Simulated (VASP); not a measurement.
The system is S.

```
CELL_PARAMETERS angstrom
5.67805 0.00000 0.00000
0.00000 5.67805 0.00000
0.00000 0.00000 2.94962
ATOMIC_POSITIONS crystal
S 0.61661 0.38339 0.00000
S 0.38339 0.61661 0.00000
S 0.11661 0.11661 0.50000
S 0.88339 0.88339 0.50000
```

This isn't the form of S at room conditions, which is orthorhombic, of S8 rings.

| Property | Result |
| --- | --- |
| Program | VASP 6.6.1 |
| Task | single point |
| Functional | PBE |
| Potentials or basis | VASP PAW PBE potentials, release 64 (S) |
| Cutoff | 520 eV |
| k mesh | 5 × 5 × 9 |
| Occupations | fermi-dirac, width 0.05 eV |
| Spin | no spin polarisation |

On this cell: pressure 2.0 GPa; largest force 0.579 eV/Å; band gap on the k mesh none (metal or under the smearing width).

The same run follows on a disturbed copy (atoms moved at random, drawn with an rms of 0.05 Å):

```
S
1.0
     5.67805    0.00000    0.00000
     0.00000    5.67805    0.00000
     0.00000    0.00000    2.94962
S
4
Direct
  0.62013 0.37417 0.00720
  0.38036 0.62537 0.99163
  0.11657 0.11361 0.49008
  0.88605 0.88765 0.51133
```

Problem. What does the disturbed cell give?

Solution. The energy (extrapolated to zero smearing) moves by +32.4 meV/atom; pressure 0.8 GPa; largest force 1.901 eV/Å; band gap on the k mesh none (metal or under the smearing width).

Forces in eV/Å, atoms in the order of the input:
```
S   -1.253  1.367 -0.127
S    1.258 -1.363  0.125
S    1.329  1.348  0.096
S   -1.334 -1.352 -0.094
```

Stress tensor (GPa, compression positive):
```
 0.92  5.85 -0.08
 5.85  0.49  0.59
-0.08  0.59  1.01
```
